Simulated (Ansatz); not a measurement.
**A faulty run on generalised stacking fault on (111) (glide set) of a GaP-AlP solid solution (72 atoms)**

Program: Ansatz 0.2.0. The cell: 18 Al, 36 P and 18 Ga.

Contents of input.yaml:

```yaml
crystal:
  lattice:
    - [6.68331, 0.0, 0.0]
    - [0.0, 11.57583, 0.0]
    - [1.67083, 0.0, 19.10326]
  atoms:
    - { symbol: Al, position: [0.49482, 0.16469, 0.0197] }
    - { symbol: P, position: [0.46731, 0.16679, 0.14378] }
    - { symbol: Ga, position: [0.78555, 0.16707, 0.18567] }
    - { symbol: P, position: [0.75866, 0.16841, 0.30947] }
    - { symbol: Ga, position: [0.99591, 0.00086, 0.0202] }
    - { symbol: P, position: [0.95979, 0.99994, 0.14529] }
    - { symbol: Al, position: [0.28788, 0.00026, 0.18533] }
    - { symbol: P, position: [0.25524, 0.99992, 0.30897] }
    - { symbol: Ga, position: [0.57737, 0.00057, 0.35109] }
    - { symbol: P, position: [0.54793, 0.99819, 0.47508] }
    - { symbol: Al, position: [0.49418, 0.50025, 0.01993] }
    - { symbol: P, position: [0.4638, 0.50019, 0.14412] }
    - { symbol: Ga, position: [0.78514, 0.49929, 0.18554] }
    - { symbol: P, position: [0.75626, 0.49907, 0.30821] }
    - { symbol: Al, position: [0.99605, 0.33292, 0.0212] }
    - { symbol: P, position: [0.96258, 0.3325, 0.14419] }
    - { symbol: Ga, position: [0.28666, 0.33346, 0.18511] }
    - { symbol: P, position: [0.25656, 0.33304, 0.30974] }
    [... 48 atom lines left out ...]
    - { symbol: Ga, position: [0.4562, 0.66634, 0.84504] }
    - { symbol: P, position: [0.42545, 0.66693, 0.96825] }
    - { symbol: Ga, position: [0.95648, 0.50025, 0.84606] }
    - { symbol: P, position: [0.92314, 0.49922, 0.97104] }
    - { symbol: Al, position: [0.95846, 0.83486, 0.84413] }
    - { symbol: P, position: [0.92391, 0.83301, 0.96964] }
kpoints:
  mp_grid: { grid: [2, 1, 1] }
hamiltonian:
  xc: pbe
scf:
  occupations: { method: gaussian, width: 0.025 }
  max_iter: 60
output:
  forces: true
basis:
  ecutwfc: "400 K"
```

Command:

```sh
> ansatz run input.yaml --threads 4 --pin off --max-ram 8192MiB --backend cpu --events-out ev --progress --plain --runs-dir out
```

The program printed:

```text
Error: inconsistent input (basis.ecutwfc, kpoints): the smallest per-k basis holds n_pw = 0 plane waves (k-point 1, counted from 0 among those solved) but the deck needs at least 235 band(s) per channel, and no run solves more bands than the smallest per-k basis has plane waves; [...]
```

It took 0.03 s on 4 threads of Arm Neoverse V2, shared host; peak memory 0.12 GiB; 0.05 s of CPU time.

What is at fault here, and what would mend it?

A cutoff in the wrong unit: basis.ecutwfc = "400 K".

The fix is to take out basis.ecutwfc.

The program refused it before any cycle.

[Long decimals in the printed logs are rounded to 6 places.]

[Logs are printed without paths, hosts, clocks, repeated set-up lines and the standing remarks that a program may print on its own settings, such as how far it seeks lower states.]

[Hosts, paths, dates, database ids (printed as entryN), source tags and the programs' standing remarks are cut or masked in the printed files.]
